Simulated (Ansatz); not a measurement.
# Field gradients against strain in SrO

```
CELL_PARAMETERS angstrom
0.00000 2.56980 2.56980
2.56980 0.00000 2.56980
2.56980 2.56980 0.00000
ATOMIC_POSITIONS crystal
Sr 0.00000 0.00000 0.00000
O 0.50000 0.50000 0.50000
```

Atoms are numbered in the order listed.

The cell is COD entry 1100027, as deposited and not checked against the literature; nothing was relaxed. It is an old determination, and later ones may differ.

Method: DFT, PBEsol, all-electron PAW with datasets made for the crystal, scalar-relativistic in Ansatz 0.2.0.

Numerical set-up: a Γ-centred 8×8×8 k mesh, Fermi–Dirac smearing of 0.03 eV, cutoff 300 eV (chosen by the program for this cell), no spin polarisation.

The strain is applied along the Cartesian axes of the cell as listed (the other components stay zero). Fractional coordinates are held (clamped ions).

The columns are Cartesian components of the electric field gradient at the nuclei, in 10²¹ V/m².

Spin–orbit coupling is left out, which moves gradients at and beside heavy atoms by some per cent and at worst by a factor of two.

Only quantities that a quadratic follows smoothly over the whole series are listed; rougher ones are left out.

```
    εzz  Vzz at Sr1  Vzz at O2
-0.0200       -2.16      -0.70
-0.0100       -1.05      -0.34
 0.0000        0.00       0.00
 0.0200        1.92       0.63
```

**Question.** Fit the series and give the gradient–strain slopes.

**Answer.** Least-squares fits y = p0 + p1 x + p2 x² to the rows give Vzz at Sr1: p1 = 102, p2 = -300; Vzz at O2: p1 = 33.2, p2 = -89. The slopes p1 are in 10²¹ V/m² per unit strain, for clamped ions.

**Question.** One run, at εzz = 0.0100, is withheld. Predict its row.

**Answer.** The fits give 0.99, 0.32; the run gave 0.99, 0.32.
